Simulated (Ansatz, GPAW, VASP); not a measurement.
# PbSe: 3 runs at one level of theory

```
Pb Se
1.0
     0.00000    3.06065    3.06065
     3.06065    0.00000    3.06065
     3.06065    3.06065    0.00000
Pb Se
1 1
Direct
  0.00000 0.00000 0.00000
  0.50000 0.50000 0.50000
```

Alike in all runs: task single point; functional PBE; k mesh 8 × 8 × 8; occupations gaussian, width 0.025 eV; no spin polarisation; no spin-orbit coupling. Pressure is positive in compression and, in plane waves, holds the error of the finite cutoff.

```
                        program and potentials  plane-wave cutoff (eV)  notes  band gap (eV)  pressure (GPa)
    GPAW, GPAW PAW data sets (gpaw-data 1.2.1)                     600      -           0.24            2.22
Ansatz, all-electron LAPW, scalar-relativistic                       -      -           0.28            2.43
          VASP, PBE PAW files Pb_d, Se, 520 eV                     520      -           0.29            2.42
```

The band gap spans 0.24 (GPAW, GPAW PAW data sets (gpaw-data 1.2.1)) to 0.29 eV (VASP, PBE PAW files Pb_d, Se, 520 eV), with all-electron results at 0.28. The pressure spans 2.22 (GPAW, GPAW PAW data sets (gpaw-data 1.2.1)) to 2.43 GPa (Ansatz, all-electron LAPW, scalar-relativistic), with all-electron results at 2.43. Spin-orbit coupling, left out here, moves the band edges of heavy atoms.

Differences between rows come from potentials, basis sets and numerical settings, since the functional is the same but for its coding. Runs on potential files found faulty are left out.

All runs give PbSe a narrow gap and a cell under compression. VASP nearly reproduces the all-electron values, while GPAW lies lower in both columns, probably through its data sets or basis convergence. The positive pressure suggests that PBE would prefer a larger cell, in line with its usual underbinding.

The small gap reflects the lead lone pair. Filled Pb s states push up the Se p valence edge at L, where the conduction edge is mainly Pb p. Compression strengthens this s-p repulsion and narrows the gap, unlike in many tetrahedral semiconductors, so relaxing the cell would probably widen it.

The closeness of these gaps to the measured room-temperature value is likely fortuitous. Spin-orbit splitting lowers the Pb p conduction edge and would remove much or all of the gap, exposing the underestimate typical of a semilocal functional. Agreement between the codes therefore supports their numerical consistency, not the accuracy of PBE for this gap, and it can't settle the band ordering at L.
